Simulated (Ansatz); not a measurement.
# LiNbO₃ at a changed volume: Electric field gradients

The cell is an entry of the Crystallography Open Database (COD), relaxed with PBE at fixed cell and then changed (volume scaled by 1.04, ions relaxed).

```cif
data_LiNbO3
_symmetry_space_group_name_H-M 'R3c:H'
_symmetry_Int_Tables_number 161
_cell_length_a 5.2180
_cell_length_b 5.2180
_cell_length_c 14.0478
_cell_angle_alpha 90.000
_cell_angle_beta 90.000
_cell_angle_gamma 120.000
loop_
_atom_site_label
_atom_site_type_symbol
_atom_site_symmetry_multiplicity
_atom_site_Wyckoff_symbol
_atom_site_fract_x
_atom_site_fract_y
_atom_site_fract_z
Li Li 6 a 0.0000 0.0000 0.7233
Nb Nb 6 a 0.0000 0.0000 0.0039
O O 18 b 0.6745 0.7160 0.6078
```

One atom of each set is listed; the run and its k-mesh use a cell of 10 atoms with edges of 5.57, 5.57, 5.57 Å.

The numbers come from a DFT calculation in Ansatz (PBE, plane waves and PAW, scalar-relativistic, 420 eV cutoff, Γ-centred 7×7×7 k-points, Fermi–Dirac smearing 0.02 eV).

Conventions: |V_zz| ≥ |V_yy| ≥ |V_xx|, η = (V_xx − V_yy)/V_zz, C_Q = eQV_zz/h.

7Li: I = 3/2, Q = -40.10 mb; Nb-93: I = 9/2, Q = -320.0 mb; ¹⁷O: I = 5/2, Q = -25.58 mb. Q values from Pyykkö, Mol. Phys. 116, 1328 (2018).

(1) Give the quadrupolar parameters of the distinct sites.

Results:

(1) 

```
site  atoms                                                    first shell  V_zz (10²¹ V/m²)     η  C_Q (MHz)
  Li      2                                             6 O at 2.10–2.28 Å             0.059  0.00     -0.057
  Nb      2                                             6 O at 1.88–2.17 Å              3.14  0.00      -24.3
   O      6  2 Nb at 1.88–2.17 Å, 2 Li at 2.10–2.28 Å; also 1 Li at 3.32 Å              2.00  0.94      -1.24
```

An axis of threefold or higher order runs through Li and Nb, so V_zz lies along it and η is zero.

Without spin–orbit coupling (the program notes it for Nb) the gradients are little affected as a rule: paired runs on crystals with a gap mostly move them by under 2 % at such atoms. With these PAW files V_zz is typically within 2 to 3 % of all-electron values, but misses above 10 % occur on Li. Where η is near 1 the sign of V_zz means little.

The relaxation (5 steps) took 29 s of wall time (1.8 min of CPU time) and 0.64 GiB at its peak, on 4 threads of Intel Xeon Platinum 8259CL CPU @ 2.50GHz (Skylake/Cascade Lake) (x86_64; 16 cores open to the job, memory cap 8.0 GiB, no GPU), a shared host with a load of 0.6 a core.
